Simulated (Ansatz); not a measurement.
# BaTe (Fm-3m) in Ansatz: convergence with basis error

Aim: find how far basis error must go before the results for BaTe settle, at PBE. This setting moves, with any that are tied to it; all else stays.

Everything below comes from runs of Ansatz 0.2.0. Logs are shortened: lines on timing, memory, paths and dates and some standing lists are left out, and cuts for length are marked.

## Step 1: The crystal as given

It takes space group Fm-3m (No. 225, cubic). The conventional cell has a = 6.820 Å, b = 6.820 Å, c = 6.820 Å, α = 90.00°, β = 90.00°, γ = 90.00°. Ba (site symmetry m-3m) is surrounded by 6 Te at 3.41 Å. Te (site symmetry m-3m) is surrounded by 6 Ba at 3.41 Å.

## Step 2: With basis error 0.03 eV/atom

Contents of input.yaml:

```yaml
crystal:
  lattice:
    - [0.0, 3.41, 3.41]
    - [3.41, 0.0, 3.41]
    - [3.41, 3.41, 0.0]
  atoms:
    - { symbol: Ba, position: [0.0, 0.0, 0.0] }
    - { symbol: Te, position: [0.5, 0.5, 0.5] }
kpoints:
  mp_grid: { grid: [7, 7, 7] }
scf:
  occupations: { method: fermi_dirac, width: 0.05 }
hamiltonian:
  xc: pbe
  pseudopotentials: { kind: all_electron, lapw: { basis_error: 0.03 } }
output:
  forces: true
  stress: true
  eigenvalues: true
```

Potentials or basis: all-electron LAPW, scalar-relativistic.

On the command line:

```console
> ansatz run input.yaml --threads 1 --pin off --max-ram 3072MiB --backend cpu --events-out ev --progress --plain --runs-dir out
```

Run time: 2.1 s. Hardware: 1 thread of Arm Neoverse V2, shared host; peak memory 0.21 GiB.

What came out:

```
Free energy            : -406260.1757 eV
Pressure               : 3.9 GPa
Band gap on the k mesh : 1.48 eV, indirect (least direct gap 1.82 eV)
```

## Step 3: With basis error 0.01 eV/atom

input.yaml, as its differences from that of step 2:

```diff
@@ -14,3 +14,3 @@
   xc: pbe
-  pseudopotentials: { kind: all_electron, lapw: { basis_error: 0.03 } }
+  pseudopotentials: { kind: all_electron, lapw: { basis_error: 0.01 } }
 output:
```

Potentials or basis: all-electron LAPW, scalar-relativistic.

On the command line:

```console
> ansatz run input.yaml --threads 1 --pin off --max-ram 3072MiB --backend cpu --events-out ev --progress --plain --runs-dir out
```

Wall time 2.8 s (1 thread of Arm Neoverse V2, shared host); peak memory 0.22 GiB.

What came out:

| Property | Result |
| --- | --- |
| Free energy | -406260.1890 eV |
| Pressure | 3.8 GPa |
| Band gap on the k mesh | 1.48 eV, indirect (least direct gap 1.82 eV) |

## Step 4: With basis error 0.003 eV/atom

input.yaml, as its differences from that of step 3:

```diff
@@ -14,3 +14,3 @@
   xc: pbe
-  pseudopotentials: { kind: all_electron, lapw: { basis_error: 0.01 } }
+  pseudopotentials: { kind: all_electron, lapw: { basis_error: 0.003 } }
 output:
```

On the command line:

```console
> ansatz run input.yaml --threads 1 --pin off --max-ram 3072MiB --backend cpu --events-out ev --progress --plain --runs-dir out
```

Wall time 3.6 s (1 thread of Arm Neoverse V2, shared host); peak memory 0.24 GiB.

What came out:

```yaml
Free_energy: -406260.1931 eV
Pressure: 3.8 GPa
Band_gap_on_the_k_mesh: 1.48 eV, indirect (least direct gap 1.82 eV)
```

## Step 5: With basis error 0.001 eV/atom

input.yaml, as its differences from that of step 4:

```diff
@@ -14,3 +14,3 @@
   xc: pbe
-  pseudopotentials: { kind: all_electron, lapw: { basis_error: 0.003 } }
+  pseudopotentials: { kind: all_electron, lapw: { basis_error: 0.001 } }
 output:
```

On the command line:

```console
> ansatz run input.yaml --threads 1 --pin off --max-ram 3072MiB --backend cpu --events-out ev --progress --plain --runs-dir out
```

Run time: 4.4 s. Hardware: 1 thread of Arm Neoverse V2, shared host; peak memory 0.26 GiB.

Results:

```yaml
Free_energy: -406260.1943 eV
Pressure: 3.8 GPa
Band_gap_on_the_k_mesh: 1.48 eV, indirect (least direct gap 1.82 eV)
```

## Step 6: With basis error 0.0003 eV/atom

input.yaml, as its differences from that of step 5:

```diff
@@ -14,3 +14,3 @@
   xc: pbe
-  pseudopotentials: { kind: all_electron, lapw: { basis_error: 0.001 } }
+  pseudopotentials: { kind: all_electron, lapw: { basis_error: 0.0003 } }
 output:
```

Potentials or basis: all-electron LAPW, scalar-relativistic.

On the command line:

```console
> ansatz run input.yaml --threads 1 --pin off --max-ram 3072MiB --backend cpu --events-out ev --progress --plain --runs-dir out
```

It took 6 s on 1 thread of Arm Neoverse V2, shared host; peak memory 0.29 GiB.

Results (log left out):

```
Free energy            : -406260.1947 eV
Pressure               : 3.8 GPa
Band gap on the k mesh : 1.48 eV, indirect (least direct gap 1.82 eV)
```

## Step 7: With basis error 0.0001 eV/atom

input.yaml, as its differences from that of step 6:

```diff
@@ -14,3 +14,3 @@
   xc: pbe
-  pseudopotentials: { kind: all_electron, lapw: { basis_error: 0.0003 } }
+  pseudopotentials: { kind: all_electron, lapw: { basis_error: 0.0001 } }
 output:
```

Potentials or basis: all-electron LAPW, scalar-relativistic.

On the command line:

```console
> ansatz run input.yaml --threads 1 --pin off --max-ram 3072MiB --backend cpu --events-out ev --progress --plain --runs-dir out
```

The program printed:

```text
Warning: RAYON_NUM_THREADS=1 ignored (pool sized by the plan → 1); use --threads N
LAPW: plane waves up to 6.828 Å⁻¹, error target 1.0e-4 eV per atom; small_component_spin mean_spin; Te in spheres of 1.742 Å, 24 of its electrons in bands, Dirac shells []; Ba in spheres of 1.668 Å, 28 of its electrons in bands, Dirac shells [] (how accurate: hamiltonian.pseudopotentials.lapw.basis_error, Limitations)
Engine: ansatz 0.2.0, aarch64-unknown-linux-gnu
Pseudopotentials: kind: all_electron
Pseudopotential: Ba, LAPW, valence charge 28, lapw/all_electron/scalar/gaussian/Ba, Koelling and Harmon's equation, gaussian nucleus
Pseudopotential: Te, LAPW, valence charge 24, lapw/all_electron/scalar/gaussian/Te, Koelling and Harmon's equation, gaussian nucleus
Functional definition: PBE
  parameter kappa = 0.804
  parameter beta = 0.06672455060314922
  exchange = pbe_x(kappa = kappa, mu = beta*pi^2/3)
  correlation = pbe_c(beta = beta)
Crystal: 2 atoms, lattice volume = 79.304 Å³
Basis set: ecut = 177.64265769496237 eV, 411 PW (Γ), exchange–correlation at level 2
Bands: 32, of which v1, the nominal top of the filled ones, is band 26 counted from 1 (25 counted from 0)
Symmetry: 48 space group operations
Space group: Fm-3m (ITA 225), of the structure as read, at distance tolerance 4.3e-5 Å
k-points: 20 of 343
Non-local potential: Ba, projectors of the file, none
Non-local potential: Te, projectors of the file, none
Initial density: superposition of atomic densities (chi_scale 0.1, normalization cell, long waves kept (reshape's long-wave potential 0.00 eV rms))
Initial wavefunctions: plane waves of lowest kinetic energy (no species holds an atomic orbital)
Functional: x = pbe(κ = 0.804, μ = 0.2195149727645171), c = pbe(β = 0.06672455060314922)
iter 1 solved again at ethr=7.83e-4 eV; its pass at ethr=1.00e-1 eV (dr2=4.07e-1 eV) is discarded
SCF iter   1: F=—  HF=-406260.254310 eV  |F-HF|=—  |Δ(HF+E_count)|=         —  Δρ=1.44e-2  dr2=4.07e-1  ethr=7.83e-4  ⟨swp⟩=2.5  Hψ=4056  notcnv=0
preconditioner: auto → none  [insulator: Δε(μ)=1.772 eV  Ē_g=12.059 eV  σ=0.050 eV  W_gap=1.00  n_scr=14 (ndim 8)  ℏωp=15.6 eV  f_vac=0.003  D(μ)=0.00/eV (n_scr^D=0)  ε∞_Penn≈2.7]
iter 2 solved again at ethr=6.21e-5 eV; its pass at ethr=7.82e-4 eV (dr2=3.23e-2 eV) is discarded
SCF iter   2: F=—  HF=-406260.182755 eV  |F-HF|=—  |Δ(HF+E_count)|=   7.16e-2  Δρ=4.56e-3  dr2=3.23e-2  ethr=6.21e-5  ⟨swp⟩=2.0  Hψ=3488  notcnv=0
SCF iter   3: F=—  HF=-406260.192022 eV  |F-HF|=—  |Δ(HF+E_count)|=   9.27e-3  Δρ=2.31e-3  dr2=9.97e-3  ethr=6.20e-5  ⟨swp⟩=2.2  Hψ=2185  notcnv=0
SCF iter   4: F=—  HF=-406260.194509 eV  |F-HF|=—  |Δ(HF+E_count)|=         —  Δρ=3.43e-4  dr2=1.70e-4  ethr=1.92e-5  ⟨swp⟩=2.0  Hψ=2137  notcnv=0
the basis was enlarged: its passes take 595.5 KiB over the memory plan, 1 of 1 planned eigensolver slots
SCF iter   5: F=—  HF=-406260.194794 eV  |F-HF|=—  |Δ(HF+E_count)|=   2.85e-4  Δρ=5.30e-5  dr2=2.44e-6  ethr=3.26e-7  ⟨swp⟩=3.0  Hψ=2126  notcnv=0
SCF iter   6: F=—  HF=-406260.194803 eV  |F-HF|=—  |Δ(HF+E_count)|=   9.17e-6  Δρ=7.59e-6  dr2=2.91e-8  ethr=4.70e-9  ⟨swp⟩=3.0  Hψ=2200  notcnv=0
SCF iter   7: F=-406260.194803 eV  HF=-406260.194803 eV  |F-HF|=3.90e-9  |Δ(HF+E_count)|=   1.42e-7  Δρ=1.25e-6  dr2=1.33e-9  ethr=5.60e-11  ⟨swp⟩=3.0  Hψ=2200  notcnv=0
SCF 1 converged in 7 iterations: F = -406260.194803 eV  dr2 = 1.33e-9
SCF converged after 7 iterations
Free energy (F): -406260.194803 eV
Harris-Foulkes:  -406260.194803 eV  (|F-HF|=3.90e-9)
Internal energy: -406260.194803 eV  (E = F + TS)
E sigma→0 (E₀):  -406260.194803 eV
Entropy (-TS):   -0.000000 eV (-0.000 meV/atom)
Fermi energy:    10.279014 eV
--- Per-component energies (eV) ---
  E_band       = -3303.813221
  E_kinetic    = 431140.322512
  E_xc         = -10187.333646
  E_electrostatic = -827213.183669  (all electrons and nuclei)
  E_smearing   = -0.000000  (= −TS)
  E_closure    = 0.000000  (closes the sum)
  E_atoms      = -406251.635858  (free atoms, spherical and without spin; not in F)
  Σ components = -406260.194803   (vs F -406260.194803, Δ=0.00e0)
  Basis errors (estimates in eV, not in F): energy 5.8e-5 per atom: plane waves 5.4e-5 (4.3e-5 summed), levels above the bands 1.1e-50, relativity 1.4e-8, radial functions 4.6e-6, core shells 2.3e-12; eigenvalues (radial functions only) 1.6e-7; not estimated: angular momenta, meshes, grids; target (lapw.basis_error) 1.0e-4; muffin-tin radii Te 1.742 Å, Ba 1.668 Å
--- Forces (eV/Å), atoms counted from 1 ---
  atom   1  Ba     0.00000000    -0.00000000     0.00000000
  atom   2  Te     0.00000000    -0.00000000    -0.00000000
  max |Σ_I F_I| component: 8.55e-31 eV/Å
--- Stress (GPa, compression-positive) ---
        3.811687      -0.000000       0.000000
       -0.000000       3.811687       0.000000
        0.000000       0.000000       3.811687
  P = ⅓ Tr σ = 3.8117 GPa (38.117 kbar)
--- Band table (eV; the first three rows and the last of 20) ---
  k-point 0: bands = ["-227.0214", "-164.1414", "-164.1414", "-164.1414", "-148.0061", "-98.0451", "-98.0451", "-98.0451", "-72.9259", "-72.9259", "-72.9259", "-72.9180", "-72.9180", "-25.3940", "-25.3940", "-25.3825", "-25.3825", "-25.3825", "-17.1442", "-2.3210", "-2.3210", "-2.3210", "-0.1053", "9.5529", "9.5529", "9.5529", "12.5166", "12.5166", "12.5166", "12.8665", "13.2212", "13.2212"]
  k-point 1: bands = ["-227.0214", "-164.1414", "-164.1414", "-164.1414", "-148.0061", "-98.0451", "-98.0451", "-98.0451", "-72.9259", "-72.9259", "-72.9259", "-72.9180", "-72.9180", "-25.3940", "-25.3940", "-25.3825", "-25.3824", "-25.3824", "-17.1404", "-2.4667", "-2.3233", "-2.3233", "0.1031", "8.8911", "9.2322", "9.2322", "12.5542", "12.7808", "12.7808", "13.7121", "13.8299", "13.8299"]
  k-point 2: bands = ["-227.0214", "-164.1414", "-164.1414", "-164.1414", "-148.0061", "-98.0451", "-98.0451", "-98.0451", "-72.9259", "-72.9259", "-72.9259", "-72.9180", "-72.9180", "-25.3940", "-25.3940", "-25.3824", "-25.3824", "-25.3824", "-17.1316", "-2.7333", "-2.3284", "-2.3284", "0.5219", "7.8850", "8.7027", "8.7027", "12.8149", "13.4815", "13.4815", "15.1519", "15.2360", "15.2360"]
  k-point 19: bands = ["-227.0214", "-164.1414", "-164.1414", "-164.1414", "-148.0061", "-98.0451", "-98.0451", "-98.0451", "-72.9259", "-72.9259", "-72.9259", "-72.9180", "-72.9180", "-25.3943", "-25.3939", "-25.3824", "-25.3823", "-25.3821", "-17.1165", "-2.6256", "-2.5368", "-2.4375", "0.4476", "8.1088", "8.5935", "8.6522", "12.7304", "13.6058", "14.8704", "15.2146", "15.4527", "17.3346"]
```

Run time: 7.3 s. Hardware: 1 thread of Arm Neoverse V2, shared host; peak memory 0.32 GiB.

Results:

```
Free energy            : -406260.1948 eV
Pressure               : 3.8 GPa
Band gap on the k mesh : 1.48 eV, indirect (least direct gap 1.82 eV)
```

## Step 8: Summary

| basis error | energy less the tightest run, at zero smearing (meV/atom) | pressure (GPa) | SCF cycles | CPU time (s) | peak memory (GiB) |
| --- | --- | --- | --- | --- | --- |
| 0.03 eV/atom | 9.58 | 3.87 | 7 | 2.1 | 0.21 |
| 0.01 eV/atom | 2.92 | 3.83 | 7 | 2.8 | 0.22 |
| 0.003 eV/atom | 0.86 | 3.82 | 7 | 3.6 | 0.24 |
| 0.001 eV/atom | 0.27 | 3.81 | 7 | 4.4 | 0.26 |
| 0.0003 eV/atom | 0.06 | 3.81 | 7 | 6 | 0.29 |
| 0.0001 eV/atom | 0.00 | 3.81 | 7 | 7.3 | 0.32 |

Against the tightest run, the energy stays within 1 meV/atom from 0.003 eV/atom on; the pressure stays within 0.1 GPa from 0.03 eV/atom on. The tightest run that finished is the yardstick and may itself not be fully converged.

Caveats: spin-orbit coupling is left out, which moves the levels of the heavy elements; an odd mesh through Γ misses points on the zone boundary, where band edges often lie.
